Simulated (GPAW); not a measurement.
# AlNi (Pm-3m) in GPAW: a series of runs

Aim: see how the results for AlNi move with the level of theory and the settings. Levels: PBEsol, PBEsol+U. Tasks: band structure.

Everything below comes from runs of GPAW 26.7.0. Logs are shortened: lines on timing, memory, paths and dates and some standing lists are left out, and cuts for length are marked. The log counts tension as positive stress, the text compression.

## 1. The crystal as given

It takes space group Pm-3m (No. 221, cubic). The conventional cell has a = 2.881 Å, b = 2.881 Å, c = 2.881 Å, α = 90.00°, β = 90.00°, γ = 90.00°. Around Ni (site symmetry m-3m) lie 8 Al at 2.50 Å. Around Al (site symmetry m-3m) lie 8 Ni at 2.50 Å.

## 2. Band structure, PBEsol, collinear spin, ferromagnetic start

run.py reads:

```python
from ase import Atoms
from ase.dft.bandgap import bandgap
from ase.io import write
from ase.units import GPa
from gpaw import GPAW, PW, setup_paths

setup_paths.insert(0, '.')

atoms = Atoms(['Ni', 'Al'],
              cell=[[2.881, 0.0, 0.0],
                    [0.0, 2.881, 0.0],
                    [0.0, 0.0, 2.881]],
              scaled_positions=[[0.5, 0.5, 0.5],
                                [0.0, 0.0, 0.0]],
              pbc=True)
atoms.set_initial_magnetic_moments([1.0, 0.0])

calc = GPAW(mode=PW(600),
            xc='PBEsol',
            kpts={'size': (9, 9, 9), 'gamma': True},
            occupations={'name': 'fermi-dirac', 'width': 0.05},
            nbands=20,
            convergence={'density': 1e-05, 'energy': 1e-05},
            maxiter=150,
            txt='gpaw.txt')
atoms.calc = calc
energy = atoms.get_potential_energy()
forces = atoms.get_forces()
stress = atoms.get_stress()
calc.write('gs.gpw')
write('result.traj', atoms)
print(f'Energy: {energy:.6f} eV')
print('Forces (eV/A):')
print(forces.round(4))
print('Stress (GPa):', (stress / GPa).round(3))
print('Moments:', calc.get_magnetic_moments().round(3))
print('Fermi level:', round(calc.get_fermi_level(), 4), 'eV')
print(f'Gap: {bandgap(calc)[0]:.4f} eV, direct: {bandgap(calc, direct=True)[0]:.4f} eV')

path = atoms.cell.bandpath('GXMGRX,MR', npoints=60, eps=1e-4)
bs_calc = calc.fixed_density(kpts=path, symmetry='off', nbands=30,
                             convergence={'bands': 'CBM+6.0', 'eigenstates': 1e-6}, txt='bands.txt')
bs = bs_calc.band_structure()
bs.write('bs.json')
print(f'Gap on the path: {bandgap(bs_calc)[0]:.4f} eV')
```

Potentials or basis: PAW data sets generated in the run's folder for this functional, pw.

The run is started by

```bash
> gpaw-setup -f PBEsol Al Ni
> OMP_NUM_THREADS=1 python run.py
```

gpaw.txt:

```text
__  _  _
 | _ |_)|_||  |
 |__||  | ||/\| - 26.7.0

Input parameters:
  mode=PW(ecut=600.0),
  convergence={'density': 1e-05, 'energy': 1e-05},
  kpts=MonkhorstPack(size=(9, 9, 9), gamma=True),
  maxiter=150,
  nbands=20,
  occupations=Occupations(name='fermi-dirac', width=0.05),
  xc=XC(name='PBEsol')

Diagonalizing LCAO Hamiltonian
Converting LCAO to pw mode
   .------.
  /|      |
 * |      |
 | | Ni   |
 | .------.
 |/      /
 Al-----*

Atoms  # Å, Bohr magnetons
|   | symbol |        x |        y |        z |    initial magnetic moments |
|---|--------|----------|----------|----------|-----------------------------|
| 0 |     Ni | 1.440500 | 1.440500 | 1.440500 | ( 0.0000,  0.0000,  1.0000) |
| 1 |     Al | 0.000000 | 0.000000 | 0.000000 | ( 0.0000,  0.0000,  0.0000) |

Unit cell  # Å
| periodic |        x |        y |        z |  lengths |    angles |
|----------|----------|----------|----------|----------|-----------|
|      yes | 2.881000 | 0.000000 | 0.000000 | 2.881000 | 90.000000 |
|      yes | 0.000000 | 2.881000 | 0.000000 | 2.881000 | 90.000000 |
|      yes | 0.000000 | 0.000000 | 2.881000 | 2.881000 | 90.000000 |

Number of symmetries: 48
Symmetry operations  # r_c * U_cc + t_c -> r_c
|    | kind |            matrix            |
|----|------|------------------------------|
|  0 |  E   |  1, 0, 0,  0, 1, 0,  0, 0, 1 |
|  1 |  σ   |  1, 0, 0,  0, 1, 0,  0, 0,-1 |
|  2 |  σ   |  1, 0, 0,  0, 0, 1,  0, 1, 0 |
|  3 |  C4  |  1, 0, 0,  0, 0, 1,  0,-1, 0 |
|  4 |  C4  |  1, 0, 0,  0, 0,-1,  0, 1, 0 |
|  5 |  σ   |  1, 0, 0,  0, 0,-1,  0,-1, 0 |
|  6 |  σ   |  1, 0, 0,  0,-1, 0,  0, 0, 1 |
|  7 |  C2  |  1, 0, 0,  0,-1, 0,  0, 0,-1 |
|  8 |  σ   |  0, 1, 0,  1, 0, 0,  0, 0, 1 |
|  9 |  C2  |  0, 1, 0,  1, 0, 0,  0, 0,-1 |
| 10 |  C3  |  0, 1, 0,  0, 0, 1,  1, 0, 0 |
| 11 |  S6  |  0, 1, 0,  0, 0, 1, -1, 0, 0 |
| 12 |  S6  |  0, 1, 0,  0, 0,-1,  1, 0, 0 |
| 13 |  C3  |  0, 1, 0,  0, 0,-1, -1, 0, 0 |
| 14 |  C4  |  0, 1, 0, -1, 0, 0,  0, 0, 1 |
| 15 |  S4  |  0, 1, 0, -1, 0, 0,  0, 0,-1 |
| 16 |  C3  |  0, 0, 1,  1, 0, 0,  0, 1, 0 |
| 17 |  S6  |  0, 0, 1,  1, 0, 0,  0,-1, 0 |
| 18 |  σ   |  0, 0, 1,  0, 1, 0,  1, 0, 0 |
| 19 |  C4  |  0, 0, 1,  0, 1, 0, -1, 0, 0 |
| 20 |  C2  |  0, 0, 1,  0,-1, 0,  1, 0, 0 |
| 21 |  S4  |  0, 0, 1,  0,-1, 0, -1, 0, 0 |
| 22 |  S6  |  0, 0, 1, -1, 0, 0,  0, 1, 0 |
| 23 |  C3  |  0, 0, 1, -1, 0, 0,  0,-1, 0 |
| 24 |  S6  |  0, 0,-1,  1, 0, 0,  0, 1, 0 |
| 25 |  C3  |  0, 0,-1,  1, 0, 0,  0,-1, 0 |
| 26 |  C4  |  0, 0,-1,  0, 1, 0,  1, 0, 0 |
| 27 |  σ   |  0, 0,-1,  0, 1, 0, -1, 0, 0 |
| 28 |  S4  |  0, 0,-1,  0,-1, 0,  1, 0, 0 |
| 29 |  C2  |  0, 0,-1,  0,-1, 0, -1, 0, 0 |
| 30 |  C3  |  0, 0,-1, -1, 0, 0,  0, 1, 0 |
| 31 |  S6  |  0, 0,-1, -1, 0, 0,  0,-1, 0 |
| 32 |  C4  |  0,-1, 0,  1, 0, 0,  0, 0, 1 |
| 33 |  S4  |  0,-1, 0,  1, 0, 0,  0, 0,-1 |
| 34 |  S6  |  0,-1, 0,  0, 0, 1,  1, 0, 0 |
| 35 |  C3  |  0,-1, 0,  0, 0, 1, -1, 0, 0 |
| 36 |  C3  |  0,-1, 0,  0, 0,-1,  1, 0, 0 |
| 37 |  S6  |  0,-1, 0,  0, 0,-1, -1, 0, 0 |
| 38 |  σ   |  0,-1, 0, -1, 0, 0,  0, 0, 1 |
| 39 |  C2  |  0,-1, 0, -1, 0, 0,  0, 0,-1 |
| 40 |  σ   | -1, 0, 0,  0, 1, 0,  0, 0, 1 |
| 41 |  C2  | -1, 0, 0,  0, 1, 0,  0, 0,-1 |
| 42 |  C2  | -1, 0, 0,  0, 0, 1,  0, 1, 0 |
| 43 |  S4  | -1, 0, 0,  0, 0, 1,  0,-1, 0 |
| 44 |  S4  | -1, 0, 0,  0, 0,-1,  0, 1, 0 |
| 45 |  C2  | -1, 0, 0,  0, 0,-1,  0,-1, 0 |
| 46 |  C2  | -1, 0, 0,  0,-1, 0,  0, 0, 1 |
| 47 |  i   | -1, 0, 0,  0,-1, 0,  0, 0,-1 |

BZ-sampling:
  Number of BZ points: 729
  Number of IBZ points: 35

  Monkhorst-Pack size: [9, 9, 9]
  Monkhorst-Pack shift: [0, 0, 0]

K-points  # in reciprocal-cell coordinates
|     |                                coordinates |     weight |
|-----|--------------------------------------------|------------|
|   0 | (  0.00000000,   0.00000000,   0.00000000) | 0.00137174 |
|   1 | (  0.11111111,   0.00000000,   0.00000000) | 0.00823045 |
|   2 | (  0.11111111,   0.11111111,   0.00000000) | 0.01646091 |
|   3 | (  0.11111111,   0.11111111,   0.11111111) | 0.01097394 |
|   4 | (  0.22222222,   0.00000000,   0.00000000) | 0.00823045 |
|   5 | (  0.22222222,   0.11111111,   0.00000000) | 0.03292181 |
|   6 | (  0.22222222,   0.11111111,   0.11111111) | 0.03292181 |
|   7 | (  0.22222222,   0.22222222,   0.00000000) | 0.01646091 |
|   8 | (  0.22222222,   0.22222222,   0.11111111) | 0.03292181 |
|   9 | (  0.22222222,   0.22222222,   0.22222222) | 0.01097394 |
| ... |                                            |            |
|  34 | (  0.44444444,   0.44444444,   0.44444444) | 0.01097394 |

Plane wave coefficients: 812
Cutoff: 600.0 eV

Spin-components: 2 (collinear spins)
Bands:           20
Projectors:      11
Spin-degeneracy: 1
Datatype:        complex128

Parallelization:
  kpt:    1
  domain: 1
  band:   1

Density:
  Valence electrons: 19.0
  Components: 2
  Grid points: [18 18 18]
  Charge: 0.0  # |e|

Potential:
  Grid points: [18 18 18]

species:
  Ni:
    name:    Nickel
    Z:       28.0
    valence: 16
    core:    12
    charge:  0.0  # [|e|]
    compensation charges:
      type: gauss
      rc: 0.36  # [Å]
      lmax: 2
    cutoffs:
      filter: 2.14  # [Å]
      core: 1.98  # [Å]
    projectors
    | kind |    occ | energy [eV] | rcut [Å] |
    |------|--------|-------------|----------|
    |   4s |  2.000 |      -5.661 |    1.164 |
    |   3p |  6.000 |     -71.261 |    1.207 |
    |   4p |  0.000 |      -1.193 |    1.207 |
    |   3d |  8.000 |      -8.901 |    1.138 |
    |    s |        |      21.550 |    1.164 |
    |    d |        |      18.310 |    1.138 |

    Using partial waves for Ni as LCAO basis

  Al:
    name:    Aluminium
    Z:       13.0
    valence: 3
    core:    10
    charge:  0.0  # [|e|]
    compensation charges:
      type: gauss
      rc: 0.34  # [Å]
      lmax: 2
    cutoffs:
      filter: 1.91  # [Å]
      core: 2.36  # [Å]
    projectors
    | kind |    occ | energy [eV] | rcut [Å] |
    |------|--------|-------------|----------|
    |   3s |  2.000 |      -7.715 |    1.085 |
    |   3p |  1.000 |      -2.689 |    1.085 |
    |    s |        |      19.497 |    1.085 |
    |    p |        |      24.522 |    1.085 |
    |    d |        |       0.000 |    1.085 |

    Using partial waves for Al as LCAO basis

Reference energy: -47922.716557  # eV

eigensolver:
  PPCG
  Converge bands: occupied
  niter=2

density mixing:
  MSR1-Mixer
  Pratt-step length: 0.05
  Maximum mixing coefficient: 0.75
  Old densities: 10
  SVD Regularization: 0.005
  Good broyden scale: 1.0
  Trust region scale: 1.0
  Backstep threshold: 4.0
  History deletion threshold: 6.0
  Fourier metric: weight=20.0, sigma=0.015

occupation numbers:
  Fermi-Dirac:
    width: 0.0500  # eV

poisson solver:
  ecut: 4800.0  # eV

xc functional:
  name: PBEsol with 2 nearest neighbor stencil

convergence criteria:
- Maximum integral of absolute [dens]ity change: 1e-05 electrons / valence electron
- Maximum [total energy] change in last 3 cyles: 1e-05 eV / valence electron
- Maximum integral of absolute [eigenst]ate change: 4e-08 eV^2 / valence electron
maximum number of iterations: 150

SCF iterations
|iter     | |      energy | eigst |  dens |  magmom |
|---------|-|-------------|-------|-------|---------|
|iter:   1| |  -13.433221 | +0.36 |       |  +1.0022|
|iter:   2| |  -13.294157 | -2.37 | -1.04 |  +0.9623|
|iter:   3| |  -13.268868 | -2.66 | -1.11 |  +0.6963|
|iter:   4| |  -13.357242 | -2.51 | -1.34 |  +0.3011|
|iter:   5| |  -13.372016 | -3.23 | -1.73 |  +0.0949|
|iter:   6| |  -13.374597 | -3.97 | -2.07 |  -0.0157|
|iter:   7| |  -13.374971 | -5.03 | -2.54 |  -0.0007|
|iter:   8| |  -13.375009 | -5.29 | -2.85 |  -0.0006|
|iter:   9| |  -13.375009c| -7.69c| -3.89 |  -0.0000|
|iter:  10| |  -13.375009c| -8.07c| -4.32 |  +0.0001|
|iter:  11| |  -13.375009c| -8.77c| -5.18c|  +0.0000|

Converged in 11 steps
Energy contributions relative to reference atoms: (reference = -47922.716557)

Energy contributions:
  Kinetic:          10.860965
  Coulomb:          -6.244089
  Zero:              0.082768
  External:          0.000000
  Xc:              -18.071418
  Entropy:          -0.006474
  Spinorbit:         0.000000
  ----------------------------
  Free energy:     -13.378246
  Extrapolated:    -13.375009

dipole moment: (-4.926666, -4.926666, -4.926666)  # |e|*Ang

Total magnetic moment: (0.000000, 0.000000, 0.000024)

Local magnetic moments
|        x |        y |        z |
|----------|----------|----------|
| 0.000000 | 0.000000 | 0.000002 |  # Ni   0
| 0.000000 | 0.000000 | 0.000012 |  # Al   1

Fermi level: 8.935
Eigenvalues  # (at kpt = [0.000, 0.000, 0.000])
| band index |      eig [eV] | occ [0-1] |      eig [eV] | occ [0-1] |
|------------|---------------|-----------|---------------|-----------|
|          0 |       -54.666 |     1.000 |       -54.666 |     1.000 |
|          1 |       -54.666 |     1.000 |       -54.666 |     1.000 |
|          2 |       -54.666 |     1.000 |       -54.666 |     1.000 |
|          3 |        -2.273 |     1.000 |        -2.273 |     1.000 |
|          4 |         5.640 |     1.000 |         5.640 |     1.000 |
|          5 |         5.640 |     1.000 |         5.640 |     1.000 |
[... 9 lines left out ...]
|         15 |        29.844 |     0.000 |        29.844 |     0.000 |
|         16 |        29.844 |     0.000 |        29.844 |     0.000 |
|        ... |               |           |               |           |
|         19 |        32.414 |     0.000 |        32.414 |     0.000 |

No gap
No difference between direct/indirect transitions

Forces  # eV/Ang
|       x |       y |       z |
|---------|---------|---------|
| 0.00000 | 0.00000 | 0.00000 |  # Ni   0
| 0.00000 | 0.00000 | 0.00000 |  # Al   1

Stress tensor  # eV/Ang^3
|        x |        y |        z |
|----------|----------|----------|
| 0.014164 | 0.000000 | 0.000000 |
| 0.000000 | 0.014164 | 0.000000 |
| 0.000000 | 0.000000 | 0.014164 |

# Writing to gs.gpw (mode='')
```

It took 55 s on 1 thread of Arm Neoverse V1, shared host; peak memory 0.23 GiB.

What came out:

| Item | Value |
| --- | --- |
| Free energy | -13.3782 eV |
| Pressure | -2.3 GPa |
| Band gap along the path | none (metal or under the smearing width) |
| Net moment | 0.00 μB per cell |

Levels at the corners of the path, in eV from the Fermi level:
Spin up:
```tsv
point	band 7	band 8	band 9	band 10	band 11	band 12
Γ	-1.55	-1.55	-1.55	5.43	5.43	5.43
X	-2.27	-2.27	-1.46	-0.66	8.25	9.92
M	-2.96	-2.10	-2.10	-1.03	1.44	2.58
Γ	-1.55	-1.55	-1.55	5.43	5.43	5.43
R	-1.00	-1.00	1.89	1.89	1.89	3.67
X	-2.27	-2.27	-1.46	-0.66	8.25	9.92
M	-2.96	-2.10	-2.10	-1.03	1.44	2.58
R	-1.00	-1.00	1.89	1.89	1.89	3.67
```
Spin down:
```csv
point,band 7,band 8,band 9,band 10,band 11,band 12
Γ,-1.55,-1.55,-1.55,5.43,5.43,5.43
X,-2.27,-2.27,-1.46,-0.66,8.25,9.92
M,-2.96,-2.10,-2.10,-1.03,1.44,2.58
Γ,-1.55,-1.55,-1.55,5.43,5.43,5.43
R,-1.00,-1.00,1.89,1.89,1.89,3.67
X,-2.27,-2.27,-1.46,-0.66,8.25,9.92
M,-2.96,-2.10,-2.10,-1.03,1.44,2.58
R,-1.00,-1.00,1.89,1.89,1.89,3.67
```

Caveat: the stock nickel data set gives pressures a few GPa off other programs.

## 3. Band structure, PBEsol+U, collinear spin, ferromagnetic start

Edit run.py of step 2 so:

```diff
@@ -21,2 +21,3 @@
             occupations={'name': 'fermi-dirac', 'width': 0.05},
+            setups={'Ni': ':d,1.0'},
             nbands=20,
```

Potentials or basis: PAW data sets generated in the run's folder for this functional, pw.

The run is started by

```bash
> gpaw-setup -f PBEsol Al Ni
> OMP_NUM_THREADS=1 python run.py
```

gpaw.txt:

```text
__  _  _
 | _ |_)|_||  |
 |__||  | ||/\| - 26.7.0

Input parameters:
  mode=PW(ecut=600.0),
  convergence={'density': 1e-05, 'energy': 1e-05},
  kpts=MonkhorstPack(size=(9, 9, 9), gamma=True),
  maxiter=150,
  nbands=20,
  occupations=Occupations(name='fermi-dirac', width=0.05),
  setups={'Ni': ':d,1.0'},
  xc=XC(name='PBEsol')

Diagonalizing LCAO Hamiltonian
Converting LCAO to pw mode
   .------.
  /|      |
 * |      |
 | | Ni   |
 | .------.
 |/      /
 Al-----*

Atoms  # Å, Bohr magnetons
|   | symbol |        x |        y |        z |    initial magnetic moments |
|---|--------|----------|----------|----------|-----------------------------|
| 0 |     Ni | 1.440500 | 1.440500 | 1.440500 | ( 0.0000,  0.0000,  1.0000) |
| 1 |     Al | 0.000000 | 0.000000 | 0.000000 | ( 0.0000,  0.0000,  0.0000) |

Unit cell  # Å
| periodic |        x |        y |        z |  lengths |    angles |
|----------|----------|----------|----------|----------|-----------|
|      yes | 2.881000 | 0.000000 | 0.000000 | 2.881000 | 90.000000 |
|      yes | 0.000000 | 2.881000 | 0.000000 | 2.881000 | 90.000000 |
|      yes | 0.000000 | 0.000000 | 2.881000 | 2.881000 | 90.000000 |

Number of symmetries: 48
Symmetry operations  # r_c * U_cc + t_c -> r_c
|    | kind |            matrix            |
|----|------|------------------------------|
|  0 |  E   |  1, 0, 0,  0, 1, 0,  0, 0, 1 |
|  1 |  σ   |  1, 0, 0,  0, 1, 0,  0, 0,-1 |
|  2 |  σ   |  1, 0, 0,  0, 0, 1,  0, 1, 0 |
|  3 |  C4  |  1, 0, 0,  0, 0, 1,  0,-1, 0 |
[... 188 lines left out ...]
|iter:   7| |  -12.779660 | -4.81 | -2.41 |  +0.0047|
|iter:   8| |  -12.779817 | -4.91 | -2.69 |  +0.0004|
|iter:   9| |  -12.779820c| -7.19 | -3.59 |  +0.0013|
|iter:  10| |  -12.779822c| -7.50c| -4.02 |  +0.0003|
|iter:  11| |  -12.779822c| -7.92c| -4.79 |  +0.0001|
|iter:  12| |  -12.779822c| -8.53c| -5.19c|  +0.0000|

Converged in 12 steps
Energy contributions relative to reference atoms: (reference = -47922.716557)

Energy contributions:
  Kinetic:          12.891071
  Coulomb:          -7.889548
  Zero:              0.071506
  External:          0.000000
  Xc:              -17.849670
  Entropy:          -0.006361
  Spinorbit:         0.000000
  ----------------------------
  Free energy:     -12.783003
  Extrapolated:    -12.779822

dipole moment: (-4.926946, -4.926946, -4.926946)  # |e|*Ang

Total magnetic moment: (0.000000, 0.000000, 0.000009)

Local magnetic moments
|        x |        y |        z |
|----------|----------|----------|
| 0.000000 | 0.000000 | 0.000003 |  # Ni   0
| 0.000000 | 0.000000 | 0.000001 |  # Al   1

Fermi level: 8.863
Eigenvalues  # (at kpt = [0.000, 0.000, 0.000])
| band index |      eig [eV] | occ [0-1] |      eig [eV] | occ [0-1] |
|------------|---------------|-----------|---------------|-----------|
|          0 |       -54.394 |     1.000 |       -54.394 |     1.000 |
|          1 |       -54.394 |     1.000 |       -54.394 |     1.000 |
|          2 |       -54.394 |     1.000 |       -54.394 |     1.000 |
|          3 |        -2.277 |     1.000 |        -2.277 |     1.000 |
|          4 |         5.523 |     1.000 |         5.523 |     1.000 |
|          5 |         5.523 |     1.000 |         5.523 |     1.000 |
[... 9 lines left out ...]
|         15 |        29.791 |     0.000 |        29.791 |     0.000 |
|         16 |        29.791 |     0.000 |        29.791 |     0.000 |
|        ... |               |           |               |           |
|         19 |        32.406 |     0.000 |        32.406 |     0.000 |

No gap
No difference between direct/indirect transitions

Forces  # eV/Ang
|        x |        y |        z |
|----------|----------|----------|
| -0.00000 | -0.00000 | -0.00000 |  # Ni   0
|  0.00000 |  0.00000 |  0.00000 |  # Al   1

Stress tensor  # eV/Ang^3
|        x |        y |        z |
|----------|----------|----------|
| 0.018711 | 0.000000 | 0.000000 |
| 0.000000 | 0.018711 | 0.000000 |
| 0.000000 | 0.000000 | 0.018711 |

# Writing to gs.gpw (mode='')
```

stdout:

```text
Energy: -12.779822 eV
Forces (eV/A):
[[-0. -0. -0.]
 [ 0.  0.  0.]]
Stress (GPa): [2.998 2.998 2.998 0.    0.    0.   ]
Moments: [0. 0.]
Fermi level: 8.8629 eV
Gap: 0.0000 eV, direct: 0.0000 eV
Gap on the path: 0.0000 eV
```

It took 56 s on 1 thread of Arm Neoverse V1, shared host; peak memory 0.23 GiB.

What came out:

```
Free energy             : -12.7830 eV
Pressure                : -3.0 GPa
Band gap along the path : none (metal or under the smearing width)
Net moment              : 0.00 μB per cell
```

Levels at the corners of the path, in eV from the Fermi level:
Spin up:
| point | band 6 | band 7 | band 8 | band 9 | band 10 | band 11 | band 12 | band 13 |
| --- | --- | --- | --- | --- | --- | --- | --- | --- |
| Γ | -3.34 | -1.62 | -1.62 | -1.62 | 5.50 | 5.50 | 5.50 | 8.22 |
| X | -2.86 | -2.34 | -2.34 | -1.53 | -0.69 | 8.29 | 10.00 | 10.00 |
| M | -2.90 | -2.90 | -2.17 | -2.17 | -1.08 | 1.50 | 2.56 | 12.26 |
| Γ | -3.34 | -1.62 | -1.62 | -1.62 | 5.50 | 5.50 | 5.50 | 8.22 |
| R | -4.19 | -1.05 | -1.05 | 1.98 | 1.98 | 1.98 | 3.70 | 4.57 |
| X | -2.86 | -2.34 | -2.34 | -1.53 | -0.69 | 8.29 | 10.00 | 10.00 |
| M | -2.90 | -2.90 | -2.17 | -2.17 | -1.08 | 1.50 | 2.56 | 12.26 |
| R | -4.19 | -1.05 | -1.05 | 1.98 | 1.98 | 1.98 | 3.70 | 4.57 |
Spin down:
```csv
point,band 6,band 7,band 8,band 9,band 10,band 11,band 12,band 13
Γ,-3.34,-1.62,-1.62,-1.62,5.50,5.50,5.50,8.22
X,-2.86,-2.34,-2.34,-1.53,-0.69,8.29,10.00,10.00
M,-2.90,-2.90,-2.17,-2.17,-1.08,1.50,2.56,12.26
Γ,-3.34,-1.62,-1.62,-1.62,5.50,5.50,5.50,8.22
R,-4.19,-1.05,-1.05,1.98,1.98,1.98,3.70,4.57
X,-2.86,-2.34,-2.34,-1.53,-0.69,8.29,10.00,10.00
M,-2.90,-2.90,-2.17,-2.17,-1.08,1.50,2.56,12.26
R,-4.19,-1.05,-1.05,1.98,1.98,1.98,3.70,4.57
```

Caveat: the stock nickel data set gives pressures a few GPa off other programs; the U is typed as a test and isn't derived for this compound.

(Part 1 of 3 ends here.)
